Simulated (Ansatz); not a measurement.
Ionic part of the dielectric constant of AlP at 1 GPa, mode by mode

The calculation used DFT LDA, scalar-relativistic, plane waves, PAW (Ansatz 0.2.0). Cutoff 420 eV, 10×10×10 k-points (Γ-centred), fixed occupations. No spin polarisation. Phonons by linear response, acoustic sum rule imposed.

Symmetry: F-43m, No. 216, cubic system. The conventional cell has a = 5.414 Å, b = 5.414 Å, c = 5.414 Å, α = 90.00°, β = 90.00°, γ = 90.00°. Al (site symmetry -43m) has 4 P at 2.34 Å as nearest neighbours. Around P (site symmetry -43m) lie 4 Al at 2.34 Å.

The primitive cell has V = 39.68 Å³ and ε∞,zz = 8.315. Each polar mode adds Δε = (4.92064×10⁷/V)·S/ν² along z, with S its oscillator strength in e²/amu, ν in cm⁻¹ and V in Å³.

Question: From these modes, find each Δε and ε0,zz.
| ν (cm⁻¹) | S_zz (e²/amu) |
| --- | --- |
| 446.0 | 0.339 |

Answer:
```tsv
ν (cm⁻¹)	Δε
446.0	2.11
```

The sum is 2.113, so ε0,zz = 10.43; the run's tensor has 10.43.

Question: Where do the longitudinal modes lie for a wave vector along z?

Answer: At 500 cm⁻¹. The Lyddane–Sachs–Teller product Π(ν_LO/ν_TO)² = 1.25 matches ε0/ε∞ = 1.25.

Cost: 1 run of about 0.44 core-minutes, on Intel Xeon Platinum 8488C (Sapphire Rapids) (shared hosts).

The static dielectric response of AlP is mainly electronic: the lattice adds only 2.11 to an ε∞ of 8.315. All of the ionic part comes from the single zone-centre optical mode, in which the Al and P sublattices move against each other; cubic symmetry makes it equal along every axis. The contribution is modest because the bonds are largely covalent and stiff. The restoring force is strong, and the polarisable valence electrons already provide most of the screening.

The rise from 446.0 to 500 cm⁻¹ reflects the macroscopic field that accompanies the longitudinal displacement, an extra restoring force weakened by ε∞. The Lyddane–Sachs–Teller agreement shows internal consistency, not independent accuracy, since both sides rest on the same oscillator strength and electronic screening. LDA usually underestimates gaps and overestimates electronic polarisability, so ε∞, and with it ε0, is probably somewhat too high. That error would also tend to reduce the longitudinal–transverse splitting. A single pressure doesn't show how compression shifts the balance between bond stiffening and changes in effective charge.
